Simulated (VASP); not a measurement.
Write the native input for VASP 6.6.1 that does the following.

* Task: single point
* Functional: PBEsol
* Potentials or basis: VASP PAW PBE potentials, release 64 (Se, Ti_pv)
* Cutoff: 520 eV
* k mesh: 7 × 7 × 5
* Occupations: gaussian, width 0.05 eV
* Spin: no spin polarisation
* Further INCAR settings: ALGO = Normal; EDIFF = 1e-07; NBANDS = 24

The structure of TiSe lies in POSCAR:

```
TiSe
1.0
    4.1783570000      0.0000000000      0.0000000000
    0.0000000000      4.1783570000      0.0000000000
    0.0000000000      0.0000000000      5.9844230000
Se Ti
2 2
Direct
    0.0000000000      0.5000000000      0.7605560000
    0.5000000000      0.0000000000      0.2394440000
    0.0000000000      0.0000000000      0.0000000000
    0.5000000000      0.5000000000      0.0000000000
```

The cell comes from a database or a generator and needn't be the stable form of this composition.

The input as run:

INCAR

```
ALGO = Normal
EDIFF = 1E-7
ENCUT = 520
GGA = PS
ISIF = 2
ISMEAR = 0
LASPH = T
LCHARG = T
LELF = T
LREAL = F
LVHAR = T
LWAVE = F
NBANDS = 24
NELM = 80
PREC = Accurate
SIGMA = 0.05
```

KPOINTS

```
k-points
0
Gamma
  7 7 5
```

Potentials or basis: VASP PAW PBE potentials, release 64 (Se, Ti_pv).

Run with:

```sh
$ cat potpaw_PBE.64/Se/POTCAR potpaw_PBE.64/Ti_pv/POTCAR > POTCAR
$ mpirun -np 1 vasp_std > vasp.out
```

It gave:

```
Pressure               : -2.7 GPa
Largest force          : 0.306 eV/Å
Band gap on the k mesh : none (metal or under the smearing width)
```

Caveat: the PAW data sets were made with another functional, which shifts forces and pressure a little; this functional lacks dispersion, which binds the layers, so the pressure and a relaxed spacing across them are unreliable.

Run time: 32 s on 1 thread of Intel(R) Xeon(R) 6975P-C (Granite Rapids), on a shared host, peak memory 0.24 GiB.
